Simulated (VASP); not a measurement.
# Ce (Im-3m) in VASP: further runs

Runs on Ce. Level: PBE. Tasks: single point.

Everything below comes from runs of VASP 6.6.1. Logs are shortened: lines on timing, memory, paths and dates and some standing lists are left out, and cuts for length are marked.

## 1. The crystal as given

Symmetry: Im-3m, No. 229, cubic system. The conventional cell has a = 3.887 Å, b = 3.887 Å, c = 3.887 Å, α = 90.00°, β = 90.00°, γ = 90.00°. Ce (site symmetry m-3m) is surrounded by 8 Ce at 3.37 Å.

This isn't the form of Ce at room conditions, which is fcc.

## 2. Single point, PBE, collinear spin, ferromagnetic start

INCAR reads:

```
PREC     = Low            # precision mode
ENCUT    = 450            # plane-wave cutoff, eV
EDIFF    = 1E-6           # SCF threshold, eV
ISMEAR   = 0              # smearing method
SIGMA    = 0.2            # smearing width, eV
LREAL    = F              # projectors in reciprocal space
LASPH    = T              # aspherical terms in the spheres
NELM     = 100            # most SCF steps
ALGO     = Normal         # electronic algorithm
ISIF     = 2              # what is computed and relaxed
LWAVE    = F              # write WAVECAR
LCHARG   = F              # write CHGCAR
ISPIN    = 2              # spin polarisation
MAGMOM   = 1              # initial moments
LORBIT   = 11             # projections on sites
LMAXMIX  = 6              # l up to which the mixer works
GGA      = PE             # functional
NBANDS   = 16             # bands
ADDGRID  = F
```

KPOINTS reads:

```
regular mesh
0
Gamma
  9 9 9
```

POSCAR reads:

```
Ce
1.0
   -1.9432985503      1.9432985503      1.9432985503
    1.9432985503     -1.9432985503      1.9432985503
    1.9432985503      1.9432985503     -1.9432985503
Ce
1
Direct
    0.0000000000      0.0000000000      0.0000000000
```

Potentials or basis: VASP PAW PBE potentials, release 64 (Ce).

Command:

```
> cat potpaw_PBE.64/Ce/POTCAR > POTCAR
> mpirun -np 1 vasp_std > vasp.out
```

OUTCAR:

```text
PREC = Low
   ENCUT = 450
   EDIFF = 1E-6
   ISMEAR = 0
   LREAL = F
   LASPH = T
   NELM = 100
   ISIF = 2
   ISPIN = 2
   LORBIT = 11
   GGA = PE

 Found     35 irreducible k-points:

 Following reciprocal coordinates:
            Coordinates               Weight
  0.000000  0.000000  0.000000      1.000000
  0.111111  0.000000  0.000000     12.000000
  0.222222  0.000000  0.000000     12.000000
  0.333333  0.000000  0.000000     12.000000
  0.444444  0.000000  0.000000     12.000000
  0.111111  0.111111  0.000000     24.000000
   k-points           NKPTS =     35   k-points in BZ     NKDIM =     35   number of bands    NBANDS=     16
   number of dos      NEDOS =    301   number of ions     NIONS =      1
   total plane-waves  NPLWV =   5832
   dimension x,y,z NGX =    18 NGY =   18 NGZ =   18
   dimension x,y,z NGXF=    20 NGYF=   20 NGZF=   20
   ions per type =               1
   NGX,Y,Z   is equivalent  to a cutoff of   8.89,  8.89,  8.89 a.u.
   NGXF,Y,Z  is equivalent  to a cutoff of   9.88,  9.88,  9.88 a.u.
 SYSTEM =  unknown system
   PREC   = low       normal or accurate (medium, high low for compatibility)
   ISTART =      0    job   : 0-new  1-cont  2-samecut
   ICHARG =      2    charge: 1-file 2-atom 10-const
   ISPIN  =      2    spin polarized calculation?
   LNONCOLLINEAR =      F non collinear calculations
   LSORBIT =      F    spin-orbit coupling
   LASPH  =      T    aspherical Exc in radial PAW
   ENCUT  =  450.0 eV  33.07 Ry    5.75 a.u.   5.82  5.82  5.82*2*pi/ulx,y,z
   NELM   =    100;   NELMIN=  2; NELMDL= -5     # of ELM steps
   EDIFF  = 0.1E-05   stopping-criterion for ELM
   LREAL  =      F    real-space projection
   EDIFFG = 0.1E-04   stopping-criterion for IOM
   NSW    =      0    number of steps for IOM
   IBRION =     -1    ionic relax: 0-MD 1-quasi-New 2-CG
   NFREE  =      0    steps in history (QN), initial steepest desc. (CG)
   ISIF   =      2    stress and relaxation
   ISYM   =      2    0-nonsym 1-usesym 2-fastsym
   POTIM  = 0.5000    time-step for ionic-motion
   TEBEG  =    0.0;   TEEND  =   0.0 temperature during run
   PSTRESS=    0.0 pullay stress
   NELECT =      12.0000    total number of electrons
   NUPDOWN=      -1.0000    fix difference up-down
   EMIN   =  10.00;   EMAX   =-10.00  energy-range for DOS
   EFERMI =   0.00;   METHOD = LEGACY
   ISMEAR =     0;   SIGMA  =   0.20  broadening in eV -4-tet -1-fermi 0-gaus
   EFERMI_NEDOS =   21; number of points for ismear=-14 and -15
   IALGO  =     38    algorithm
   IMIX   =      4    mixing-type and parameters
     AMIX     =   0.40;   BMIX     =  1.00
     AMIX_MAG =   1.60;   BMIX_MAG =  1.00
  volume/ion in A,a.u.               =      29.35       198.10
  Fermi-wavevector in a.u.,A,eV,Ry     =   1.214998  2.296014 20.085209  1.476221
  Thomas-Fermi vector in A             =   2.350400
   LORBIT       =     11    0 simple, 1 ext, 2 COOP (PROOUT), +10 PAW based schemes
   GGA     = PE    functional components
   LHFCALC =     F    Hartree Fock is set to
   AEXX    =    0.0000 exact exchange contribution
   IVDW    =     0    specifies the selected vdW correction
   LEPSILON=     F    determine dielectric tensor
   LRPA    =     F    only Hartree local field effects (RPA)
 spin polarized calculation
 Gauss-broadening in eV      SIGMA  =   0.20
  energy-cutoff  :      450.00
  volume of cell :       29.35
 maximum number of plane-waves:       655
   NGX = 11   NGY = 11   NGZ = 11

 number of electron      11.9999962 magnetization       0.8571131

 Free energy of the ion-electron system (eV)
  ---------------------------------------------------
  ext. energy  EPLUGINS =         0.00000000
  ---------------------------------------------------
  free energy    TOTEN  =        -5.74007872 eV

  energy without entropy =       -5.63691957  energy(sigma->0) =       -5.68849915

 E-fermi :   8.2651     XC(G=0): -10.7827

 val. band max:        8.2518402252   @ k =  -0.4444  -0.4444   0.1111
 cond. band min:       8.2736337892   @ k =  -0.4444   0.4444   0.2222
 fundamental gap:      0.0217935639
 Fermi energy:         8.2651342614

 spin component 1

 k-point     1 :       0.0000    0.0000    0.0000
  band No.  band energies     occupation
      1     -26.5160      1.00000
      2      -8.0715      1.00000
      3      -8.0715      1.00000
      4      -8.0714      1.00000
      5       5.0558      1.00000
      6       8.2215      0.62115
[... 8 lines left out ...]
     15       9.8717      0.00000
     16      12.6733      0.00000

 k-point     2 :       0.1111    0.0000    0.0000
  band No.  band energies     occupation
      1     -26.4734      1.00000
      2      -8.3687      1.00000
      3      -8.1566      1.00000
      4      -8.0761      1.00000
      5       5.5425      1.00000
      6       8.1264      0.83679
[... 8 lines left out ...]
     15      10.6105      0.00000
     16      12.3316      0.00000

 k-point     3 :       0.2222    0.0000    0.0000
  band No.  band energies     occupation
      1     -26.3615      1.00000
      2      -9.0592      1.00000
      3      -8.3640      1.00000
      4      -8.0882      1.00000
      5       6.4141      1.00000
      6       8.0896      0.89274
[... 8 lines left out ...]
     15      12.1878      0.00000
     16      12.2563      0.00000

 k-point     4 :       0.3333    0.0000    0.0000
  band No.  band energies     occupation
      1     -26.2303      1.00000
      2      -9.7651      1.00000
      3      -8.5873      1.00000
      4      -8.1026      1.00000
      5       6.3864      1.00000
      6       7.9465      0.98788
[... 8 lines left out ...]
     15      12.7769      0.00000
     16      13.3473      0.00000

 k-point     5 :       0.4444    0.0000    0.0000
  band No.  band energies     occupation
      1     -26.1418      1.00000
      2     -10.1924      1.00000
      3      -8.7266      1.00000
      4      -8.1123      1.00000
      5       6.0994      1.00000
      6       7.8071      0.99940
[... 8 lines left out ...]
     15      13.0560      0.00000
     16      13.7137      0.00000

 k-point     6 :       0.1111    0.1111    0.0000
  band No.  band energies     occupation
      1     -26.3957      1.00000
      2      -8.8427      1.00000
      3      -8.2612      1.00000
      4      -8.1458      1.00000
      5       6.3062      1.00000
      6       7.9800      0.97810
[... 8 lines left out ...]
     15      11.8153      0.00000
     16      12.0091      0.00000

 [... further k-points ...]

 spin component 2

 k-point     1 :       0.0000    0.0000    0.0000
  band No.  band energies     occupation
      1     -26.1878      1.00000
      2      -7.7758      1.00000
      3      -7.7758      1.00000
      4      -7.7757      1.00000
      5       5.3711      1.00000
      6       8.7011      0.00102
[... 8 lines left out ...]
     15      10.1942      0.00000
     16      12.8518      0.00000

 k-point     2 :       0.1111    0.0000    0.0000
  band No.  band energies     occupation
      1     -26.1449      1.00000
      2      -8.0728      1.00000
      3      -7.8606      1.00000
      4      -7.7808      1.00000
      5       5.8577      1.00000
      6       8.5838      0.01212
[... 8 lines left out ...]
     15      10.9324      0.00000
     16      12.5349      0.00000

 k-point     3 :       0.2222    0.0000    0.0000
  band No.  band energies     occupation
      1     -26.0325      1.00000
      2      -8.7630      1.00000
      3      -8.0671      1.00000
      4      -7.7938      1.00000
      5       6.7286      1.00000
      6       8.5145      0.03893
[... 8 lines left out ...]
     15      12.4930      0.00000
     16      12.5078      0.00000

 k-point     4 :       0.3333    0.0000    0.0000
  band No.  band energies     occupation
      1     -25.9007      1.00000
      2      -9.4688      1.00000
      3      -8.2895      1.00000
      4      -7.8092      1.00000
      5       6.6909      1.00000
      6       8.3058      0.38694
[... 8 lines left out ...]
     15      13.0328      0.00000
     16      13.5708      0.00000

 k-point     5 :       0.4444    0.0000    0.0000
  band No.  band energies     occupation
      1     -25.8117      1.00000
      2      -9.8962      1.00000
      3      -8.4284      1.00000
      4      -7.8195      1.00000
      5       6.3937      1.00000
      6       8.1349      0.82141
[... 8 lines left out ...]
     15      13.3200      0.00000
     16      13.9370      0.00000

 k-point     6 :       0.1111    0.1111    0.0000
  band No.  band energies     occupation
      1     -26.0669      1.00000
      2      -8.5463      1.00000
      3      -7.9652      1.00000
      4      -7.8506      1.00000
      5       6.6213      1.00000
      6       8.4028      0.16519
[... 8 lines left out ...]
     15      12.1360      0.00000
     16      12.2425      0.00000

 [... further k-points ...]

------------------------ aborting loop because EDIFF is reached ----------------------------------------

  FORCE on cell =-STRESS in cart. coord.  units (eV):
  Direction    XX          YY          ZZ          XY          YZ          ZX
  --------------------------------------------------------------------------------------
  -------------------------------------------------------------------------------------
  Total       -0.2173411     -0.2173411     -0.2173411      0.0000000     -0.0000000      0.0000000
  in kB      -11.8624366    -11.8624366    -11.8624366      0.0000000     -0.0000000      0.0000000
  external PRESSURE =     -11.8624366 kB  Pullay stress =       0.0000000 kB

 VOLUME and BASIS-vectors are now :
 -----------------------------------------------------------------------------
  energy-cutoff  :      450.00
  volume of cell :       29.35
      direct lattice vectors                 reciprocal lattice vectors
    -1.943298550  1.943298550  1.943298550     0.000000000  0.257294485  0.257294485
     1.943298550 -1.943298550  1.943298550     0.257294485  0.000000000  0.257294485
     1.943298550  1.943298550 -1.943298550     0.257294485  0.257294485  0.000000000

 POSITION                                       TOTAL-FORCE (eV/Angst)
 -----------------------------------------------------------------------------------
      0.00000      0.00000      0.00000        -0.000000      0.000000      0.000000
 -----------------------------------------------------------------------------------
    total drift:                               -0.000000      0.000000      0.000000

  FREE ENERGIE OF THE ION-ELECTRON SYSTEM (eV)
  ---------------------------------------------------
  free  energy   TOTEN  =        -5.7400787198 eV

  energy  without entropy=       -5.6369195713  energy(sigma->0) =       -5.68849915

 total charge

# of ion       s       p       d       f       tot
--------------------------------------------------
    1        2.080   5.585   1.146   0.994   9.805

 magnetization (x)

# of ion       s       p       d       f       tot
--------------------------------------------------
    1        0.004   0.005   0.124   0.555   0.687
```

Run time: 15 s. Hardware: 1 thread of Intel Xeon 6975P-C (Granite Rapids), shared host; peak memory 0.13 GiB.

The run converged, but some of its settings lie outside the range that counts as converged, so its numbers aren't taken as properties of the crystal.

What came out:

* Free energy: -5.7401 eV
* Pressure: -1.2 GPa
* Band gap on the k mesh: none (metal or under the smearing width)
* Net moment: 0.86 μB per cell
* Site moments: Ce +0.69 μB
* Valence electrons inside the program's atomic spheres: Ce 9.80

Caveat: the magnetic or orbital state may not be the lowest; spin-orbit coupling is left out, which moves the levels of the heavy elements.

(Continued in part 2 of 2.)
